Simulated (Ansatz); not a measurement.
**MnO in Ansatz: the effect of functional**

The system is MnO.

```
Mn O
1.0
     2.97129   -1.71698    0.00000
     2.97129    1.71698    0.00000
    -1.98463    0.00000    2.81031
Mn O
1 1
Cartesian
  1.9788 0.0000 1.4070
  3.9609 0.0000 0.7007
```

The cell comes from a database or a generator and needn't be the stable form of this composition.

Alike in all runs:

```yaml
Program: Ansatz 0.2.0
Task: band structure
Potentials_or_basis: all-electron LAPW, scalar-relativistic
Basis_error_allowed: 0.001 eV/atom
k_mesh: 9 × 9 × 9
Occupations: fermi-dirac, width 0.05 eV
Spin: collinear spin, ferromagnetic start
Starting_moments: "[4.0, 0.0] μB"
```

```tsv
functional	cutoff	pressure (GPa)	moment (μB)
PBE	366 eV (chosen from the basis error)	?	?
LDA	365 eV (chosen from the basis error)	-12.9	4.97
PBEsol	365 eV (chosen from the basis error)	-8.4	5.00
```

Question: What does the run with functional PBE give?

Answer: Pressure -3.9 GPa; moment 5.00 μB.

Caveats: a cell with one magnetic atom can't hold antiferromagnetic order, which such compounds often take.
